**Q:** I have cubic SiC at several volumes, and the two gap columns disagree about what stretching does. Between 10.206 and 11.168 Å³ per atom the band gap rises while the least direct gap falls. I had thought that longer bonds mean weaker coupling between atoms, and so smaller gaps all round. Which column should I believe, and can I say anything about the two rows with question marks?

Ansatz 0.2.0, PBEsol with PAW and plane waves (cutoff 420 eV), scalar-relativistic and without spin polarization, for cubic SiC (space group F-43m, two-atom cell) at several volumes with fixed atoms. Both gaps are between Kohn–Sham levels on the 12×12×12 k mesh, with Gaussian smearing of width 0.02 eV.

| volume (Å³/atom) | shortest distance (Å) | band gap (eV) | least direct gap (eV) |
| --- | --- | --- | --- |
| 9.796 | 1.853 | ? | ? |
| 10.185 | 1.877 | ? | ? |
| 10.206 | 1.879 | 1.232 | 4.467 |
| 10.336 | 1.886 | 1.243 | 4.454 |
| 10.360 | 1.888 | 1.245 | 4.452 |
| 10.527 | 1.898 | 1.259 | 4.434 |
| 11.168 | 1.936 | 1.307 | 4.367 |

**A:** Believe both, because they measure different pairs of states. The band gap runs from the highest filled state to the lowest empty one, wherever the two lie in wave vector. In every known row the filled state sits at Γ, where the wave has the same phase in every cell. The empty one sits at X, on the edge of the Brillouin zone, where the phase alternates from one layer of cells to the next. The least direct gap compares a filled and an empty state at one and the same wave vector.

**Q:** At which wave vector is the direct gap smallest?

**A:** The established band structure of this crystal puts it at X, and I rely on that. Both gaps then end on the same empty state and differ only in where they start. This gives

$$E_\mathrm{dir} = E_\mathrm{ind} + W,$$

where $E_\mathrm{dir}$ is the least direct gap, $E_\mathrm{ind}$ the band gap, and $W$ the depth of the valence top at X below the valence top at Γ.

Now follow the two rows you picked. Subtracting one column from the other gives $W$ = 3.235 eV at 10.206 and 3.060 eV at 11.168. Stretching therefore takes 0.175 eV from $W$ and adds 0.075 eV to the indirect gap. The direct gap has to fall by the difference, 0.100 eV. Your puzzle has become two simpler ones: why $W$ shrinks, and why the indirect gap does not.

**Q:** Let me try the first. $W$ is an energy difference within the valence bands, so it should depend on how easily electrons pass between neighbouring atoms.

**A:** Yes, and a simpler system shows it: a chain of equal atoms with one orbital each. Its levels spread into a band of width $4|t|$, where $t$ is the hopping energy between neighbours. For valence orbitals in solids, $t$ falls roughly as $1/d^2$, with $d$ the bond length, here the shortest distance in the table. Pull the chain apart and its band narrows. The comparison ends there, since a chain with a single band has no second band to form a gap with, and so it can guide us on $W$ only.

In SiC the rule works well for $W$. The bond length grows from 1.879 to 1.936 Å between your two rows, so $W$ should shrink by the factor $(1.879/1.936)^2$, or 0.942. Starting from the compressed row, that gives about 3.05 eV for the stretched one, close to the value found by subtraction. SiC has two kinds of atom and several orbitals on each, so the agreement supports this picture but doesn't prove it. Your instinct about longer bonds was right for this part of the problem.

**Q:** And if I apply the same factor to the indirect gap?

**A:** You get 1.160 eV for the stretched cell, where the calculation gives 1.307 eV. Even the direction is wrong. The rule describes how far states of the same bands spread, whereas the indirect gap separates two kinds of state, filled bonding states at the valence top and empty states of another character at the conduction bottom. Each has its own response to volume, called its deformation potential, and the gap follows the difference between the two responses.

**Q:** Can we see the two responses separately?

**A:** We can, if we accept a reference. Measured from the mean electrostatic potential of the same calculations, the valence top falls by 0.944 eV from 10.206 to 11.168 and the conduction bottom by 0.869 eV. Electrons with more room have less kinetic energy, which is one general reason for levels to sink. Another choice of zero would change both shifts by the same amount, so only their difference, the rise of the gap, has a meaning of its own.

**Q:** Why does the state at X respond less than the valence top?

**A:** Measured from the mean potential, it does; what holds for any choice of zero is that the valence top drops relative to it. A gap from Γ to X that shrinks under pressure is also well known from related crystals. As for the reason, I can offer only a guess: the state at X may have much of its weight in the open spaces of the lattice, away from the bonds, and so feel a change of bond length less. I have not tested this against the wave functions.

For a neighbouring material, ask first which states bound the gap. In silicon the conduction minimum also lies towards X, and the gap narrows under pressure. In gallium arsenide the minimum is an antibonding s-like state at Γ, which rises steeply on compression, and the gap widens. Bond length alone would not have told you which of the two to expect.

**Q:** I work with cubic SiC layers on silicon wafers. Is this effect large enough to matter there?

**A:** Through the volume alone, hardly. Between 10.206 and 10.527 the indirect gap changes by −4.0 meV per GPa of pressure. A film under 1 GPa of tension along both in-plane directions has a mean pressure of −2/3 GPa, so its gap widens by about 2.7 meV, a tenth of the thermal energy at room temperature. In-plane tension also changes the shape of the cell, which splits the states that share the valence top. In a film grown along a cube edge it also splits the conduction minima at X, which are equivalent in a cubic crystal. These cells keep their cubic shape, so that part needs a calculation of its own.

**Q:** Then let us turn to the question marks. Do I simply extend a straight line?

**A:** Nearly. If the deformation potentials were constant, the gap would be linear in $u = \ln(V/V_0)$, where $V$ is the volume per atom and $V_0$ = 10.336 Å³ that of the almost pressure-free cell. But the slope is 0.87 eV per unit of $u$ from 10.206 to 10.527 and only 0.81 eV from there to 11.168. The difference between the two responses itself changes with volume, so I add a term in $u^2$. A least-squares fit to the five known rows gives, in eV,

$$E_\mathrm{ind} = 1.243 + 0.875\,u - 0.634\,u^2.$$

Take the cell at 9.796, which had no part in the fit. There $u = \ln(9.796/10.336) = -0.0537$. The linear term lowers the gap by 0.047 eV and the quadratic term by a further 0.002 eV, which leaves 1.194 eV.

**Q:** And the direct gap?

**A:** It needs $W$ as well. A straight-line fit of $\ln W$ against $u$, on the same five rows, makes $W$ vary as $V^{-0.62}$; the ideal $1/d^2$ law would be $V^{-2/3}$. From 3.211 eV at 10.336, $W$ then grows by the factor $e^{0.62\times0.0537}$, or 1.034, to 3.320 eV. Adding the indirect gap gives a direct gap of 4.514 eV.

**Q:** How far would you trust these numbers?

**A:** At 9.796 I expect an indirect gap between 1.187 and 1.200 eV, smaller than in any known row. For the direct gap I expect 4.50 to 4.52 eV, larger than in any known row. This is a real extrapolation, and the known rows do not settle how much curvature to carry into it. When each was left out in turn and predicted from the others, the straight line did slightly better than the curve. The range for the indirect gap is wide enough to hold the straight line's answer too.

The cell at 10.185 is an easy case, because it lies only 0.2 % in volume from a known row. There I expect 1.229 to 1.231 eV for the indirect gap and 4.468 to 4.471 eV for the direct one. A hit will show that the data are smooth, but it will hardly test the physics.

**Q:** The makers of the data warn, from tests on other systems, that a crossing of bands between the sampled wave vectors may be overlooked. Does that change your forecast for 9.796?

**A:** No. The run at 9.796 itself reported no warning. In general, a gap read off a mesh comes out too large if a band edge lies between the mesh points. Here I expect the edges to stay at Γ and X, and the mesh contains both points. With more than 1 eV between the two edges, and a gap that changes by hundredths of an eV over this range, I see no reason for the filled and empty bands to meet. If the computed values broke away from the smooth trend, I would first repeat the run on a finer mesh.

The withheld rows as computed:

| volume (Å³/atom) | shortest distance (Å) | band gap (eV) | least direct gap (eV) |
| --- | --- | --- | --- |
| 9.796 | 1.853 | 1.193 | 4.509 |
| 10.185 | 1.877 | 1.230 | 4.469 |

**Q:** All four values lie inside your ranges. What do we learn from them?

**A:** Most from the indirect gap at 9.796. The curve was 0.001 eV too high, while the straight line would have given 1.199 eV, too high by about 0.006 eV. So the curvature that the known rows only hinted at does continue into compression. Between 9.796 and 10.206 the slope is (1.232 − 1.193)/0.041, about 0.95 eV per unit of $u$, steeper than in either stretch we looked at before. Over this range, the smaller the cell already is, the more a further cut of one percent in volume closes the indirect gap. The band edges at 9.796 also stayed at Γ and X on the sampled mesh, as expected.

**Q:** The direct gap came out less well.

**A:** It did: the forecast was 0.005 eV too high, and most of that comes from $W$. The computed value is 4.509 − 1.193 = 3.316 eV, a little below our 3.320 eV. The fitted exponent leaned on the most stretched cell, where $W$ varies slightly faster with volume, and it was a little too strong for compression. At 10.185 the forecasts missed by about 0.001 eV at most, as befits a cell so close to a known one.

**Q:** So may I quote these gaps for real SiC?

**A:** Quote the trend, not the gaps. The measured indirect gap is roughly twice the one here, a shortfall typical of functionals of this kind. The atoms are also held still in these cells; their vibrations would be expected to lower the gap further, so they don't explain the shortfall. A change with volume is a difference between two similar calculations, in which much of that error should cancel. How completely it cancels would take a higher level of theory to tell.
